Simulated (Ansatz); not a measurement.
The elements of this relaxed trial crystal are hidden behind letters.

```
lattice vectors (Å)
   2.7591    0.0000    0.0000
   0.0000    2.7591    0.0000
   0.0000    0.0000    2.7591
fractional positions
X 0.0000 0.0000 0.0000
Z 0.5000 0.5000 0.5000
```

The calculation used DFT PBE, scalar-relativistic, plane waves, PAW in Ansatz 0.2.0. Cutoff 420 eV, Γ-centred 20×20×20 mesh (2-atom cell), Gaussian smearing of 0.10 eV, collinear spin.

```
Space group                                 : Pm-3m (No. 221)
Conventional cell                           : a = 2.759 Å
Volume per atom                             : 10.50 Å³
Density                                     : 6.64 g/cm³
Energy over the elements                    : −0.48 eV/atom
Gap on the 20×20×20 mesh of the 2-atom cell : 0 eV (a metal)
Net moment per atom                         : 0.00 μB
```

Energies are uncorrected and count from the elements' standard states at the same level.

Question: X is a d-block element of period 4 and Z is a p-block element of period 3. Which elements are they?

Answer: X = Fe, Z = Si, so the formula is FeSi, here in the caesium chloride type. Density times volume gives a mean mass of 6.64 × 10.50/1.6605 = 42.0 u per atom, and this set has 42.0 u. Fe has 8 Si at 2.39 Å and 6 Fe at 2.76 Å; Si is surrounded by 8 Fe at 2.39 Å and 6 Si at 2.76 Å. Other sets within the hints have nearly the same mass, so mass alone doesn't settle it; this one was computed.

A structure relaxed within its symmetry needn't be a true minimum. Another cell of FeSi relaxed alike but without spin, in P2_13 (a cell as deposited in COD), lies 27 meV/atom lower, so this cell isn't the stable form at this level.
